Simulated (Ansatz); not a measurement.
A run of Ansatz 0.2.0 is set up as follows.

input.yaml

```yaml
crystal:
  lattice: { a: 3.16, b: 3.16, c: 3.16, alpha: 90.0, beta: 90.0, gamma: 90.0 }
  space_group: 221
  reduce_to_primitive: true
  atoms:
    - { symbol: Sb, wyckoff: "1a", position: [0.0, 0.0, 0.0] }
hamiltonian:
  xc: lda
  pseudopotentials: { kind: paw_fr }
magnetization:
  noncollinear: true
  spin_orbit: true
kpoints:
  mp_grid: { grid: [8, 8, 8] }
scf:
  occupations: { method: tetrahedron }
  n_extra_bands: 6
output:
  forces: true
  stress: true
  dos: { projected: true, de: 0.05, nscf_kmesh: { grid: [12, 12, 12] } }
  write_density: true
  write_potential: true
  elf: true
  volumetric_format: npy
```

Potentials or basis: Ansatz PAW.

Command:

```bash
$ ansatz run input.yaml --threads 1 --pin off --max-ram 2560MiB --backend cpu --events-out ev --progress --plain --runs-dir out
```

(1) Estimate the density of states at the Fermi level.

(2) What does it give for the pressure?

Answers

(1) 0.55 states/eV per cell.

(2) -6.0 GPa.

Caveat: the PAW data sets come from PBE, with cores solved anew for the run's functional, which leaves a small shift of forces and pressure; with tetrahedron occupations forces and stress needn't match the slope of the energy.
